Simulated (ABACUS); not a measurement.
LiF (Griceite) under changes of volume

One of the cells (8.169 Å³/atom); the others are scaled copies at fixed shape and fractional positions:

```xyz
2
Lattice="0.0000 2.0140 2.0140 2.0140 0.0000 2.0140 2.0140 2.0140 0.0000" Properties=species:S:1:pos:R:3 pbc="T T T"
F     2.0140    2.0140    2.0140
Li    0.0000    0.0000    0.0000
```

* Program: ABACUS 3.10.1
* Functional: PBEsol
* Potentials or basis: PseudoDojo NC SR 0.4.1 PBEsol standard
* Cutoff: 1143 eV
* Density cutoff: 4572 eV
* Basis: plane waves
* k mesh: 11 × 11 × 11
* Occupations: fermi-dirac, width 0.05 eV
* Spin: no spin polarisation

| volume (Å³/atom) | energy over the lowest point (meV/atom) | pressure (GPa) | gap on the mesh (eV) |
| --- | --- | --- | --- |
| 7.679 | 3.33 | 3.3 | 9.51 |
| 7.842 | 0.82 | 1.6 | 9.31 |
| 8.006 | 0.00 | 0.0 | 9.12 |
| 8.169 | 0.70 | -1.4 | 8.94 |
| 8.333 | 2.77 | -2.7 | 8.77 |
| 8.496 | ? | ? | ? |
| 8.659 | 10.49 | -4.8 | 8.45 |

What does the run at 8.496 Å³/atom give?

Energy over the lowest point 6.08 meV/atom; pressure -3.8 GPa; gap on the mesh 8.61 eV.

Worked out: A Birch-Murnaghan fit of order 3 (a polynomial in V^(-2/3)) to the other rows has its minimum at 8.01 Å³/atom with B0 = V·E''(V) = 73 GPa and B' = 4.1. It gives 6.08 meV/atom at 8.496 Å³/atom, against the run's 6.08, and -dE/dV = -3.8 GPa, against -3.8. A straight line through the other rows of the gap, of slope -8.82 eV per unit of ln V (its deformation potential), gives 8.60 eV, against the run's 8.61.

Energies are extrapolated to zero smearing.

Caveats: an odd mesh through Γ misses points on the zone boundary, where band edges often lie.
